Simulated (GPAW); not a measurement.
**Collinear magnetic orders of zigzag V chain, bond 2.761 A with GPAW**

A self-consistent run ends on one state, which hangs on the start. Several orders of zigzag V chain, bond 2.761 A are started in GPAW and their energies compared.

Calculated with GPAW 26.7.0; LDA; plane waves with GPAW's PAW setups, scalar-relativistic.

## Step 1: The starting structure

The cell holds 2 atoms: 2 V. Cell: a = 12.000 Å, b = 12.000 Å, c = 3.313 Å, α = 90.0°, β = 90.0°, γ = 90.0°. model lattice. Vacuum lies along a and b. The structure's axis is c.

## Step 2: Start 1: ferro ++

The parallel start comes first: it fits the smallest cell, keeps the most symmetry and shows whether parallel moments form.

The input, order1.py:

```python
import json
import numpy as np
from ase import Atoms
from ase.parallel import paropen, parprint
from gpaw import GPAW

atoms = Atoms(['V', 'V'],
    cell=[[12.0, 0.0, 0.0],
         [0.0, 12.0, 0.0],
         [0.0, 0.0, 3.3132]],
    scaled_positions=[[0.40796667, 0.5, 0.0],
         [0.59203333, 0.5, 0.5]],
    pbc=True,
    magmoms=[1.5, 1.5])
atoms.calc = GPAW(mode={'name': 'pw', 'ecut': 550},
    xc='LDA',
    kpts={'size': (1, 1, 8), 'gamma': True},
    occupations={'name': 'fermi-dirac', 'width': 0.1},
    convergence={'density': 1e-05, 'energy': 1e-05},
    maxiter=200,
    symmetry={'tolerance': 1e-4},
    txt='order1.txt')
e = atoms.get_potential_energy(force_consistent=True)
res = {'free_energy': e, 'energy_sigma0': atoms.get_potential_energy(), 'fermi_energy': atoms.calc.get_fermi_level()}
res['moments'] = atoms.get_magnetic_moments().tolist()
res['total'] = atoms.get_magnetic_moment()
parprint('site moments (muB):', np.round(res['moments'], 3))
parprint(f"total moment: {res['total']:.3f} muB")
parprint(f'free energy: {e:.6f} eV')
atoms.calc.write('order1.gpw')
with paropen('results.json', 'w') as f:
    json.dump(res, f)
```

Started as:

```
$ OMP_NUM_THREADS=1 python3 order1.py > order1.log
```

Log:

```text
site moments (muB): [2.758 2.758]
total moment: 7.442 muB
free energy: -10.333334 eV

--- order1.txt ---
Input parameters:
  mode=PW(ecut=550),
  convergence={'density': 1e-05, 'energy': 1e-05},
  kpts=MonkhorstPack(size=(1, 1, 8), gamma=True),
  maxiter=200,
  occupations=Occupations(name='fermi-dirac', width=0.1),
  symmetry=Symmetry(tolerance=0.0001),
  xc=XC(name='LDA')

Diagonalizing LCAO Hamiltonian
Converting LCAO to pw mode
        .----------------------------.
       /|                            |
      / |                            |
     /  |                            |
    /   .----------------------------.
   /   /              V             /
  /   /                            /
 *   /                            /
 |  /           V                /
 | /                            /
 |/                            /
 *----------------------------*

Atoms  # Å, Bohr magnetons
|   | symbol |        x |        y |        z |    initial magnetic moments |
|---|--------|----------|----------|----------|-----------------------------|
| 0 |      V | 4.895600 | 6.000000 | 0.000000 | ( 0.0000,  0.0000,  1.5000) |
| 1 |      V | 7.104400 | 6.000000 | 1.656600 | ( 0.0000,  0.0000,  1.5000) |

Unit cell  # Å
| periodic |         x |         y |        z |   lengths |    angles |
|----------|-----------|-----------|----------|-----------|-----------|
|      yes | 12.000000 |  0.000000 | 0.000000 | 12.000000 | 90.000000 |
|      yes |  0.000000 | 12.000000 | 0.000000 | 12.000000 | 90.000000 |
|      yes |  0.000000 |  0.000000 | 3.313200 |  3.313200 | 90.000000 |

Number of symmetries: 4

BZ-sampling:
  Number of BZ points: 8
  Number of IBZ points: 5

  Monkhorst-Pack size: [1, 1, 8]
  Monkhorst-Pack shift: [0.0, 0.0, 0.0625]

K-points  # in reciprocal-cell coordinates
|   |                                coordinates |     weight |
|---|--------------------------------------------|------------|
| 0 | (  0.00000000,   0.00000000,   0.00000000) | 0.12500000 |
| 1 | (  0.00000000,   0.00000000,   0.12500000) | 0.25000000 |
| 2 | (  0.00000000,   0.00000000,   0.25000000) | 0.25000000 |
| 3 | (  0.00000000,   0.00000000,   0.37500000) | 0.25000000 |
| 4 | (  0.00000000,   0.00000000,   0.50000000) | 0.12500000 |

Plane wave coefficients: 13992
Cutoff: 550.0 eV

Spin-components: 2 (collinear spins)
Bands:           22
Projectors:      12
Spin-degeneracy: 1
Datatype:        complex128

Parallelization:
  kpt:    1
  domain: 1
  band:   1

Density:
  Valence electrons: 26.0
  Components: 2
  Grid points: [70 70 18]
  Charge: 0.0  # |e|

Potential:
  Grid points: [70 70 18]

species:
  V:
    name:    Vanadium
    Z:       23.0
    valence: 13
    core:    10
    charge:  0.0  # [|e|]
    compensation charges:
      type: gauss
      rc: 0.37  # [Å]
      lmax: 2
    cutoffs:
      filter: 2.14  # [Å]
      core: 0.96  # [Å]
    projectors
    | kind |    occ | energy [eV] | rcut [Å] |
    |------|--------|-------------|----------|
    |   3s |  2.000 |     -69.819 |    1.254 |
    |   4s |  2.000 |      -4.846 |    1.254 |
    |   3p |  6.000 |     -43.961 |    1.281 |
    |   4p |  0.000 |      -1.526 |    1.281 |
    |   3d |  3.000 |      -5.381 |    1.169 |
    |    d |        |      21.830 |    1.169 |

    Using partial waves for V as LCAO basis

Reference energy: -51535.203669  # eV

eigensolver:
  PPCG
  Converge bands: occupied
  niter=2

density mixing:
  MSR1-Mixer
  Pratt-step length: 0.05
  Maximum mixing coefficient: 0.75
  Old densities: 10
  SVD Regularization: 0.005
  Good broyden scale: 1.0
  Trust region scale: 1.0
  Backstep threshold: 4.0
  History deletion threshold: 6.0
  Fourier metric: weight=20.0, sigma=0.015

occupation numbers:
  Fermi-Dirac:
    width: 0.1000  # eV

poisson solver:
  ecut: 4400.0  # eV

xc functional:
  name: None

convergence criteria:
- Maximum integral of absolute [dens]ity change: 1e-05 electrons / valence electron
- Maximum [total energy] change in last 3 cyles: 1e-05 eV / valence electron
- Maximum integral of absolute [eigenst]ate change: 4e-08 eV^2 / valence electron
maximum number of iterations: 200

SCF iterations
|iter     |      energy | eigst |  dens |  magmom |
|---------|-------------|-------|-------|---------|
|iter:   1|       0s |  -11.257991 | +0.37 |       |  +3.0097|
|iter:   2|       3s |  -10.752550 | -1.04 | -0.85 |  +3.0287|
|iter:   3|       6s |   -9.646205 | -0.34 | -0.91 |  +3.2455|
|iter:   4|       9s |   -9.669723 | -1.31 | -1.10 |  +3.6225|
|iter:   5|      13s |   -9.840373 | -1.92 | -1.14 |  +4.3215|
|iter:   6|      16s |  -10.046683 | -1.91 | -1.20 |  +5.5145|
|iter:   7|      19s |  -10.149805 | -2.26 | -1.35 |  +6.5477|
|iter:   8|      22s |  -10.201416 | -2.25 | -1.66 |  +7.3804|
|iter:   9|      25s |  -10.205966 | -2.86 | -2.02 |  +7.6080|
|iter:  10|      29s |  -10.205276 | -3.29 | -2.05 |  +7.2889|
|iter:  11|      32s |  -10.203626 | -4.03 | -1.97 |  +7.2877|
|iter:  12|      35s |  -10.207011 | -3.65 | -2.26 |  +7.4386|
|iter:  13|      38s |  -10.206291 | -4.30 | -2.15 |  +7.3915|
|iter:  14|      41s |  -10.207333 | -4.16 | -2.66 |  +7.4575|
|iter:  15|      44s |  -10.207159 | -5.36 | -3.25 |  +7.4322|
|iter:  16|      47s |  -10.207268c| -5.76 | -3.43 |  +7.4429|
|iter:  17|      51s |  -10.207277c| -6.71 | -4.22 |  +7.4433|
|iter:  18|      54s |  -10.207268c| -7.21 | -4.36 |  +7.4422|
|iter:  19|      55s |  -10.207270c| -7.58c| -4.80 |  +7.4423|
|iter:  20|      57s |  -10.207270c| -7.75c| -5.38c|  +7.4422|

Converged in 20 steps
Energy contributions relative to reference atoms: (reference = -51535.203669)

Energy contributions:
  Kinetic:          -7.395733
  Coulomb:          10.813054
  Zero:              0.105732
  External:          0.000000
  Xc:              -13.604260
  Entropy:          -0.252128
  Spinorbit:         0.000000
  ----------------------------
  Free energy:     -10.333334
  Extrapolated:    -10.207270

dipole moment: (0.000002, 0.000000, -7.839404)  # |e|*Ang

Total magnetic moment: (0.000000, 0.000000, 7.442238)

Local magnetic moments
|        x |        y |        z |
|----------|----------|----------|
| 0.000000 | 0.000000 | 2.757671 |  # V    0
| 0.000000 | 0.000000 | 2.757672 |  # V    1

Fermi level: -2.937
Eigenvalues  # (at kpt = [0.000, 0.000, 0.000])
| band index |      eig [eV] | occ [0-1] |      eig [eV] | occ [0-1] |
|------------|---------------|-----------|---------------|-----------|
|          0 |       -67.343 |     1.000 |       -64.658 |     1.000 |
|        ... |               |           |               |           |
|          6 |       -41.496 |     1.000 |       -38.757 |     1.000 |
|          7 |       -41.433 |     1.000 |       -38.718 |     1.000 |
|          8 |        -6.692 |     1.000 |        -5.217 |     1.000 |
|          9 |        -5.156 |     1.000 |        -3.443 |     0.994 |
|         10 |        -4.169 |     1.000 |        -2.085 |     0.000 |
|         11 |        -3.941 |     1.000 |        -1.896 |     0.000 |
|         12 |        -3.880 |     1.000 |        -1.612 |     0.000 |
|         13 |        -3.349 |     0.984 |        -1.514 |     0.000 |
|         14 |        -3.095 |     0.830 |        -1.070 |     0.000 |
|         15 |        -3.067 |     0.786 |        -1.005 |     0.000 |
|         16 |        -3.061 |     0.776 |        -0.951 |     0.000 |
|         17 |        -3.054 |     0.763 |        -0.598 |     0.000 |
|         18 |        -2.602 |     0.034 |        -0.539 |     0.000 |
|         19 |        -2.162 |     0.000 |        -0.298 |     0.000 |
|         20 |        -2.140 |     0.000 |        -0.082 |     0.000 |
|         21 |        -1.394 |     0.000 |         0.397 |     0.000 |

No gap
No difference between direct/indirect transitions
```

Run time: 63 s. Hardware: 1 MPI rank of Intel Xeon Platinum 8488C (Sapphire Rapids), shared host; peak memory 0.4 GiB.

This step gave:

- magnetization: 7.442 μB
- final state: ferromagnetic
- largest moment: 2.758 μB

After 20 cycles the largest moment stands at 2.76 μB.

## Step 3: Order 2, typed as antiferro +-

An opposed order shows whether the pairs that it reverses prefer unlike signs.

order2.py is the script of step 2 with these lines changed:

```diff
@@ -13,3 +13,3 @@
     pbc=True,
-    magmoms=[1.5, 1.5])
+    magmoms=[1.5, -1.5])
 atoms.calc = GPAW(mode={'name': 'pw', 'ecut': 550},
@@ -21,3 +21,3 @@
     symmetry={'tolerance': 1e-4},
-    txt='order1.txt')
+    txt='order2.txt')
 e = atoms.get_potential_energy(force_consistent=True)
@@ -29,3 +29,3 @@
 parprint(f'free energy: {e:.6f} eV')
-atoms.calc.write('order1.gpw')
+atoms.calc.write('order2.gpw')
 with paropen('results.json', 'w') as f:
```

Started as:

```
$ OMP_NUM_THREADS=1 python3 order2.py > order2.log
```

Log:

```text
site moments (muB): [ 2.524 -2.524]
total moment: -0.000 muB
free energy: -10.712732 eV

--- order2.txt ---
Input parameters:
  mode=PW(ecut=550),
  convergence={'density': 1e-05, 'energy': 1e-05},
  kpts=MonkhorstPack(size=(1, 1, 8), gamma=True),
  maxiter=200,
  occupations=Occupations(name='fermi-dirac', width=0.1),
  symmetry=Symmetry(tolerance=0.0001),
  xc=XC(name='LDA')

Diagonalizing LCAO Hamiltonian
Converting LCAO to pw mode
        .----------------------------.
       /|                            |
      / |                            |
     /  |                            |
    /   .----------------------------.
   /   /              V             /
  /   /                            /
 *   /                            /
 |  /           V                /
 | /                            /
 |/                            /
 *----------------------------*

Atoms  # Å, Bohr magnetons
|   | symbol |        x |        y |        z |    initial magnetic moments |
|---|--------|----------|----------|----------|-----------------------------|
| 0 |      V | 4.895600 | 6.000000 | 0.000000 | ( 0.0000,  0.0000,  1.5000) |
| 1 |      V | 7.104400 | 6.000000 | 1.656600 | ( 0.0000,  0.0000, -1.5000) |

Unit cell  # Å
| periodic |         x |         y |        z |   lengths |    angles |
|----------|-----------|-----------|----------|-----------|-----------|
|      yes | 12.000000 |  0.000000 | 0.000000 | 12.000000 | 90.000000 |
|      yes |  0.000000 | 12.000000 | 0.000000 | 12.000000 | 90.000000 |
|      yes |  0.000000 |  0.000000 | 3.313200 |  3.313200 | 90.000000 |

Number of symmetries: 4

BZ-sampling:
  Number of BZ points: 8
  Number of IBZ points: 5

  Monkhorst-Pack size: [1, 1, 8]
  Monkhorst-Pack shift: [0.0, 0.0, 0.0625]

Plane wave coefficients: 13992
Cutoff: 550.0 eV

Spin-components: 2 (collinear spins)
Bands:           20
Projectors:      12
Spin-degeneracy: 1
Datatype:        complex128

Parallelization:
  kpt:    1
  domain: 1
  band:   1

Density:
  Valence electrons: 26.0
  Components: 2
  Grid points: [70 70 18]
  Charge: 0.0  # |e|

Potential:
  Grid points: [70 70 18]

[... setups left out ...]
Reference energy: -51535.203669  # eV

eigensolver:
  PPCG
  Converge bands: occupied
  niter=2

density mixing:
  MSR1-Mixer
  Pratt-step length: 0.05
  Maximum mixing coefficient: 0.75
  Old densities: 10
  SVD Regularization: 0.005
  Good broyden scale: 1.0
  Trust region scale: 1.0
  Backstep threshold: 4.0
  History deletion threshold: 6.0
  Fourier metric: weight=20.0, sigma=0.015

occupation numbers:
  Fermi-Dirac:
    width: 0.1000  # eV

poisson solver:
  ecut: 4400.0  # eV

xc functional:
  name: None

convergence criteria:
- Maximum integral of absolute [dens]ity change: 1e-05 electrons / valence electron
- Maximum [total energy] change in last 3 cyles: 1e-05 eV / valence electron
- Maximum integral of absolute [eigenst]ate change: 4e-08 eV^2 / valence electron
maximum number of iterations: 200

SCF iterations
|iter     |      energy | eigst |  dens |  magmom |
|---------|-------------|-------|-------|---------|
|iter:   1|       0s |  -11.949786 | +0.32 |       |  +0.0000|
|iter:   2|       3s |  -11.451496 | -0.96 | -0.73 |  +0.0000|
|iter:   3|       6s |  -10.395719 | -0.13 | -0.78 |  +0.0000|
|iter:   4|       8s |  -10.405169 | -0.86 | -1.01 |  -0.0000|
|iter:   5|      11s |  -10.552550 | -1.64 | -1.24 |  +0.0000|
|iter:   6|      14s |  -10.580017 | -1.77 | -1.49 |  -0.0000|
|iter:   7|      17s |  -10.577265 | -2.38 | -1.79 |  +0.0000|
|iter:   8|      20s |  -10.577886 | -3.24 | -2.12 |  -0.0000|
|iter:   9|      22s |  -10.578005 | -3.87 | -2.80 |  +0.0003|
|iter:  10|      25s |  -10.578125c| -4.39 | -2.88 |  -0.0007|
|iter:  11|      28s |  -10.577985c| -4.83 | -2.49 |  -0.0000|
|iter:  12|      31s |  -10.577981c| -5.46 | -3.46 |  -0.0001|
|iter:  13|      34s |  -10.577982c| -6.01 | -3.87 |  -0.0001|
|iter:  14|      37s |  -10.577979c| -6.52 | -4.27 |  -0.0001|
|iter:  15|      40s |  -10.577977c| -6.96 | -4.55 |  -0.0001|
|iter:  16|      42s |  -10.577976c| -7.37 | -5.14c|  -0.0000|
|iter:  17|      44s |  -10.577977c| -7.63c| -5.21c|  -0.0000|

Converged in 17 steps
Energy contributions relative to reference atoms: (reference = -51535.203669)

Energy contributions:
  Kinetic:         -12.811905
  Coulomb:          15.108666
  Zero:              0.125651
  External:          0.000000
  Xc:              -12.865633
  Entropy:          -0.269511
  Spinorbit:         0.000000
  ----------------------------
  Free energy:     -10.712732
  Extrapolated:    -10.577977

dipole moment: (0.000000, 0.000000, -7.839377)  # |e|*Ang

Total magnetic moment: (0.000000, 0.000000, -0.000022)

Local magnetic moments
|        x |        y |         z |
|----------|----------|-----------|
| 0.000000 | 0.000000 |  2.523953 |  # V    0
| 0.000000 | 0.000000 | -2.523971 |  # V    1

Fermi level: -2.929
Eigenvalues  # (at kpt = [0.000, 0.000, 0.000])
| band index |      eig [eV] | occ [0-1] |      eig [eV] | occ [0-1] |
|------------|---------------|-----------|---------------|-----------|
|          0 |       -66.935 |     1.000 |       -66.935 |     1.000 |
|        ... |               |           |               |           |
|          4 |       -41.098 |     1.000 |       -41.098 |     1.000 |
|          5 |       -38.819 |     1.000 |       -38.819 |     1.000 |
|          6 |       -38.673 |     1.000 |       -38.673 |     1.000 |
|          7 |       -38.633 |     1.000 |       -38.633 |     1.000 |
|          8 |        -5.787 |     1.000 |        -5.787 |     1.000 |
|          9 |        -4.146 |     1.000 |        -4.146 |     1.000 |
|         10 |        -3.307 |     0.978 |        -3.307 |     0.978 |
|         11 |        -3.241 |     0.958 |        -3.241 |     0.958 |
|         12 |        -2.862 |     0.339 |        -2.862 |     0.339 |
|         13 |        -2.796 |     0.209 |        -2.796 |     0.209 |
|         14 |        -2.548 |     0.022 |        -2.548 |     0.022 |
|         15 |        -1.936 |     0.000 |        -1.936 |     0.000 |
|         16 |        -1.359 |     0.000 |        -1.359 |     0.000 |
|         17 |        -0.930 |     0.000 |        -0.930 |     0.000 |
|         18 |        -0.876 |     0.000 |        -0.680 |     0.000 |
|         19 |        -0.680 |     0.000 |        -0.281 |     0.000 |

No gap
No difference between direct/indirect transitions
```

Run time: 50 s. Hardware: 1 MPI rank; peak memory 0.39 GiB.

Read from the output:

- magnetization: 0 μB
- final state: antiferromagnetic
- largest moment: 2.524 μB

It lies 190 meV a seeded atom under the first start, and its largest moment is 2.52 μB against 2.76 μB.

(Continued in part 2 of 2.)

[Logs and program files are shortened in this print: banners, set-up blocks, solver, clock and traceback lines can be left out without a mark of their own.]

[Logs are printed without paths, hosts, clocks, repeated set-up lines and the standing remarks that a program may print on its own settings, such as how far it seeks lower states.]

[Hosts, paths, dates, database ids (printed as entryN), source tags and the programs' standing remarks are cut or masked in the printed files.]

[Where a cell is said to come from a database of computed structures, the database is the Materials Project.]
